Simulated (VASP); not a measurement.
Runs of VASP 6.6.1 on ZnS. It takes space group P6_3mc (No. 186, hexagonal). Conventional cell: a = 3.785 Å, b = 3.785 Å, c = 6.213 Å, α = 90.00°, β = 90.00°, γ = 120.00°. Zn (site symmetry 3m) has 4 S at 2.32 Å as nearest neighbours. Around S (site symmetry 3m) lie 4 Zn at 2.32 Å. The cell was built by a generator and needn't be a form met in nature.

```csv
task,level,potentials or basis,cell,cutoff (eV),gap on the mesh (eV),pressure (GPa)
band structure,r2SCAN,"VASP PAW PBE potentials, release 64 (Zn, S)","P6_3mc, 19.27 Å³/atom",520,2.87,(a)
relaxation of cell and atoms,PBEsol,"VASP PAW PBE potentials, release 64 (Zn, S)",relaxed,600,2.15,0.0
band structure,PBEsol,"VASP PAW PBE potentials, release 64 (Zn, S)","P6_3mc, 19.27 Å³/atom",520,2.15,-0.1
band structure,LDA,"VASP PAW LDA potentials, release 64 (Zn, S)","P6_3mc, 19.27 Å³/atom",520,(b),-2.3
band structure,TB-mBJ,"VASP PAW PBE potentials, release 64 (Zn, S)","P6_3mc, 19.27 Å³/atom",520,3.86,-
```

Alike in all rows: no spin polarisation; k mesh 9 × 9 × 5; smearing gaussian 0.03 eV.

**Question.** Fill in the values left out.

**Answer.** (a) 1.4; (b) 2.06.

Caveats: the PAW data sets were made with another functional, which shifts forces and pressure a little (some runs).

